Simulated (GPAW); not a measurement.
# Sb (P2_1/m) in GPAW: band structure with PBEsol

Aim: the band structure of Sb with PBEsol.

All numbers are computed with GPAW 26.7.0; they aren't measurements. Logs are shortened: lines on timing, memory, paths and dates and some standing lists are left out, and cuts for length are marked. The log counts tension as positive stress, the text compression.

**1. Starting point**

Symmetry: P2_1/m, No. 11, monoclinic system. Conventional cell: a = 4.528 Å, b = 4.421 Å, c = 6.500 Å, α = 90.00°, β = 101.72°, γ = 90.00°. Sb (site symmetry m) has 3 Sb at 2.92 to 2.98 Å as nearest neighbours. Sb (site symmetry m) is surrounded by 3 Sb at 2.92 to 2.98 Å.

This isn't the form of Sb at room conditions, which is rhombohedral.

**2. Band structure, PBEsol**

run.py

```python
from ase import Atoms
from ase.dft.bandgap import bandgap
from ase.io import write
from ase.units import GPa
from gpaw import GPAW, PW, setup_paths

setup_paths.insert(0, '.')

atoms = Atoms(['Sb', 'Sb', 'Sb', 'Sb'],
              cell=[[4.5277, 0.0, 0.0],
                    [0.0, 4.4211, 0.0],
                    [-1.320519, 0.0, 6.364348]],
              scaled_positions=[[0.33993, 0.25, 0.68367],
                                [0.936638, 0.75, 0.762758],
                                [0.063362, 0.25, 0.237242],
                                [0.66007, 0.75, 0.31633]],
              pbc=True)

calc = GPAW(mode=PW(600),
            xc='PBEsol',
            kpts={'size': (4, 4, 3), 'gamma': True},
            occupations={'name': 'fermi-dirac', 'width': 0.05},
            nbands=46,
            convergence={'density': 1e-05, 'energy': 1e-05},
            maxiter=150,
            txt='gpaw.txt')
atoms.calc = calc
energy = atoms.get_potential_energy()
forces = atoms.get_forces()
stress = atoms.get_stress()
calc.write('gs.gpw')
write('result.traj', atoms)
print(f'Energy: {energy:.6f} eV')
print('Forces (eV/A):')
print(forces.round(4))
print('Stress (GPa):', (stress / GPa).round(3))
print('Fermi level:', round(calc.get_fermi_level(), 4), 'eV')
print(f'Gap: {bandgap(calc)[0]:.4f} eV, direct: {bandgap(calc, direct=True)[0]:.4f} eV')

path = atoms.cell.bandpath('GYHCEM1AXH1,MDZ,YD', npoints=80, eps=1e-4)
bs_calc = calc.fixed_density(kpts=path, symmetry='off', nbands=71,
                             convergence={'bands': 'CBM+6.0', 'eigenstates': 1e-6}, txt='bands.txt')
bs = bs_calc.band_structure()
bs.write('bs.json')
print(f'Gap on the path: {bandgap(bs_calc)[0]:.4f} eV')
```

Potentials or basis: PAW data sets generated in the run's folder for this functional, pw.

Started as:

```
gpaw-setup -f PBEsol Sb
OMP_NUM_THREADS=1 python run.py
```

gpaw.txt:

```text
__  _  _
 | _ |_)|_||  |
 |__||  | ||/\| - 26.7.0

Input parameters:
  mode=PW(ecut=600.0),
  convergence={'density': 1e-05, 'energy': 1e-05},
  kpts=MonkhorstPack(size=(4, 4, 3), gamma=True),
  maxiter=150,
  nbands=46,
  occupations=Occupations(name='fermi-dirac', width=0.05),
  xc=XC(name='PBEsol')

Diagonalizing LCAO Hamiltonian
Converting LCAO to pw mode

                 Sb

         Sb
               Sb

       Sb

Atoms  # Å, Bohr magnetons
|   | symbol |         x |        y |        z |    initial magnetic moments |
|---|--------|-----------|----------|----------|-----------------------------|
| 0 |     Sb |  0.636302 | 1.105275 | 4.351114 | ( 0.0000,  0.0000,  0.0000) |
| 1 |     Sb |  3.233579 | 3.315825 | 4.854457 | ( 0.0000,  0.0000,  0.0000) |
| 2 |     Sb | -0.026398 | 1.105275 | 1.509891 | ( 0.0000,  0.0000,  0.0000) |
| 3 |     Sb |  2.570879 | 3.315825 | 2.013234 | ( 0.0000,  0.0000,  0.0000) |

Unit cell  # Å
| periodic |         x |        y |        z |  lengths |     angles |
|----------|-----------|----------|----------|----------|------------|
|      yes |  4.527700 | 0.000000 | 0.000000 | 4.527700 |  90.000000 |
|      yes |  0.000000 | 4.421100 | 0.000000 | 4.421100 | 101.721803 |
|      yes | -1.320519 | 0.000000 | 6.364348 | 6.499900 |  90.000000 |

Number of symmetries: 2
Symmetry operations  # r_c * U_cc + t_c -> r_c
|   | kind |            matrix            |
|---|------|------------------------------|
| 0 |  E   |  1, 0, 0,  0, 1, 0,  0, 0, 1 |
| 1 |  i   | -1, 0, 0,  0,-1, 0,  0, 0,-1 |

BZ-sampling:
  Number of BZ points: 48
  Number of IBZ points: 26

  Monkhorst-Pack size: [4, 4, 3]
  Monkhorst-Pack shift: [0.125, 0.125, 0.0]

K-points  # in reciprocal-cell coordinates
|     |                                coordinates |     weight |
|-----|--------------------------------------------|------------|
|   0 | (  0.00000000,   0.00000000,   0.00000000) | 0.02083333 |
|   1 | (  0.00000000,   0.00000000,   0.33333333) | 0.04166667 |
|   2 | (  0.00000000,   0.25000000,  -0.33333333) | 0.04166667 |
|   3 | (  0.00000000,   0.25000000,   0.00000000) | 0.04166667 |
|   4 | (  0.00000000,   0.25000000,   0.33333333) | 0.04166667 |
|   5 | (  0.00000000,   0.50000000,   0.00000000) | 0.02083333 |
|   6 | (  0.00000000,   0.50000000,   0.33333333) | 0.04166667 |
|   7 | (  0.25000000,  -0.25000000,  -0.33333333) | 0.04166667 |
|   8 | (  0.25000000,  -0.25000000,   0.00000000) | 0.04166667 |
|   9 | (  0.25000000,  -0.25000000,   0.33333333) | 0.04166667 |
| ... |                                            |            |
|  25 | (  0.50000000,   0.50000000,   0.33333333) | 0.04166667 |

Plane wave coefficients: 4284
Cutoff: 600.0 eV

Spin-components: 1 (collinear spins)
Bands:           46
Projectors:      24
Spin-degeneracy: 2
Datatype:        complex128

Parallelization:
  kpt:    1
  domain: 1
  band:   1

Density:
  Valence electrons: 60.0
  Components: 1
  Grid points: [27 25 40]
  Charge: 0.0  # |e|

Potential:
  Grid points: [27 25 40]

species:
  Sb:
    name:    Antimony
    Z:       51.0
    valence: 15
    core:    36
    charge:  0.0  # [|e|]
    compensation charges:
      type: gauss
      rc: 0.36  # [Å]
      lmax: 2
    cutoffs:
      filter: 2.23  # [Å]
      core: 2.23  # [Å]
    projectors
    | kind |    occ | energy [eV] | rcut [Å] |
    |------|--------|-------------|----------|
    |   5s |  2.000 |     -12.861 |    1.154 |
    |   5p |  3.000 |      -4.846 |    1.233 |
    |   4d | 10.000 |     -33.456 |    1.196 |
    |    s |        |      14.351 |    1.154 |
    |    p |        |      22.365 |    1.233 |
    |    d |        |      -6.245 |    1.196 |

    Using partial waves for Sb as LCAO basis

Reference energy: -704819.133848  # eV

eigensolver:
  PPCG
  Converge bands: occupied
  niter=2

density mixing:
  MSR1-Mixer
  Pratt-step length: 0.05
  Maximum mixing coefficient: 0.75
  Old densities: 10
  SVD Regularization: 0.005
  Good broyden scale: 1.0
  Trust region scale: 1.0
  Backstep threshold: 4.0
  History deletion threshold: 6.0
  Fourier metric: weight=20.0, sigma=0.015

occupation numbers:
  Fermi-Dirac:
    width: 0.0500  # eV

poisson solver:
  ecut: 4800.0  # eV

xc functional:
  name: PBEsol with 2 nearest neighbor stencil

convergence criteria:
- Maximum integral of absolute [dens]ity change: 1e-05 electrons / valence electron
- Maximum [total energy] change in last 3 cyles: 1e-05 eV / valence electron
- Maximum integral of absolute [eigenst]ate change: 4e-08 eV^2 / valence electron
maximum number of iterations: 150

SCF iterations
|iter     | |      energy | eigst |  dens |
|---------|-|-------------|-------|-------|
|iter:   1| |  -18.722638 | +0.68 |       |
|iter:   2| |  -18.914167 | -1.05 | -1.67 |
|iter:   3| |  -19.018828 | -1.46 | -1.70 |
|iter:   4| |  -18.911176 | -2.13 | -1.79 |
|iter:   5| |  -18.904807 | -3.07 | -2.10 |
|iter:   6| |  -18.889087 | -3.11 | -2.22 |
|iter:   7| |  -18.887380 | -3.82 | -2.60 |
|iter:   8| |  -18.887337 | -4.77 | -3.25 |
|iter:   9| |  -18.887340c| -5.87 | -4.05 |
|iter:  10| |  -18.887341c| -7.08 | -4.60 |
|iter:  11| |  -18.887341c| -7.85c| -5.13c|

Converged in 11 steps
Energy contributions relative to reference atoms: (reference = -704819.133848)

Energy contributions:
  Kinetic:          -9.166533
  Coulomb:           4.712899
  Zero:              0.680622
  External:          0.000000
  Xc:              -15.107010
  Entropy:          -0.014640
  Spinorbit:         0.000000
  ----------------------------
  Free energy:     -18.894661
  Extrapolated:    -18.887341

dipole moment: (-0.000001, -0.000002, -0.000003)  # |e|*Ang

Fermi level: 5.803
Eigenvalues  # (at kpt = [0.000, 0.000, 0.000])
| band index |      eig [eV] | occ [0-2] |
|------------|---------------|-----------|
|          0 |       -23.138 |     2.000 |
|        ... |               |           |
|         21 |        -3.832 |     2.000 |
|         22 |        -1.355 |     2.000 |
|         23 |        -0.431 |     2.000 |
|         24 |         1.725 |     2.000 |
|         25 |         2.533 |     2.000 |
|         26 |         3.200 |     2.000 |
[... 8 lines left out ...]
|         35 |         9.457 |     0.000 |
|         36 |         9.896 |     0.000 |
|        ... |               |           |
|         45 |        15.524 |     0.000 |

No gap
No difference between direct/indirect transitions

Forces  # eV/Ang
|        x |        y |        z |
|----------|----------|----------|
| -0.02533 |  0.00003 | -0.03126 |  # Sb   0
|  0.07201 | -0.00005 | -0.10097 |  # Sb   1
| -0.07201 |  0.00005 |  0.10097 |  # Sb   2
|  0.02533 | -0.00003 |  0.03126 |  # Sb   3

Stress tensor  # eV/Ang^3
|        x |        y |        z |
|----------|----------|----------|
| 0.019583 | 0.000000 | 0.000153 |
| 0.000000 | 0.016481 | 0.000000 |
| 0.000153 | 0.000000 | 0.014633 |

# Writing to gs.gpw (mode='')
```

Wall time 5.9 min (1 thread of Arm Neoverse V2, shared host); peak memory 0.76 GiB.

Results:

```yaml
Free_energy: -18.8947 eV
Pressure: -2.7 GPa
Largest_force: 0.124 eV/Å
Band_gap_along_the_path: none (metal or under the smearing width)
```

Forces on the atoms (eV/Å):
```
Sb  -0.025  0.000 -0.031
Sb   0.072  0.000 -0.101
Sb  -0.072  0.000  0.101
Sb   0.025  0.000  0.031
```

Levels at the corners of the path, in eV from the Fermi level:
```csv
point,band 27,band 28,band 29,band 30,band 31,band 32,band 33,band 34
Γ,-2.60,-1.98,-1.21,0.02,2.17,2.85,3.09,3.19
Y,-2.30,-1.96,-1.57,-1.42,0.79,2.01,2.32,3.14
H,-1.54,-0.91,-0.88,-0.50,-0.10,0.37,0.81,1.86
C,-1.61,-0.87,-0.72,-0.56,-0.18,0.90,1.22,1.36
E,-3.67,-3.67,-1.11,-1.11,2.08,2.08,3.72,3.72
M1,-3.42,-3.42,-1.33,-1.33,2.02,2.02,3.33,3.33
A,-3.34,-3.34,-2.13,-2.13,0.97,0.97,5.14,5.14
X,-1.93,-0.94,-0.74,-0.54,0.44,1.24,1.43,1.60
H1,-1.54,-0.91,-0.88,-0.50,-0.10,0.37,0.81,1.86
M,-3.42,-3.42,-1.33,-1.33,2.02,2.02,3.33,3.33
D,-1.46,-1.46,-0.69,-0.69,0.27,0.27,1.09,1.09
Z,-1.24,-1.24,-0.95,-0.95,0.56,0.56,1.45,1.45
Y,-2.30,-1.96,-1.57,-1.42,0.79,2.01,2.32,3.14
D,-1.46,-1.46,-0.69,-0.69,0.27,0.27,1.09,1.09
```

Caveat: spin-orbit coupling is left out, which moves the levels of the heavy elements.
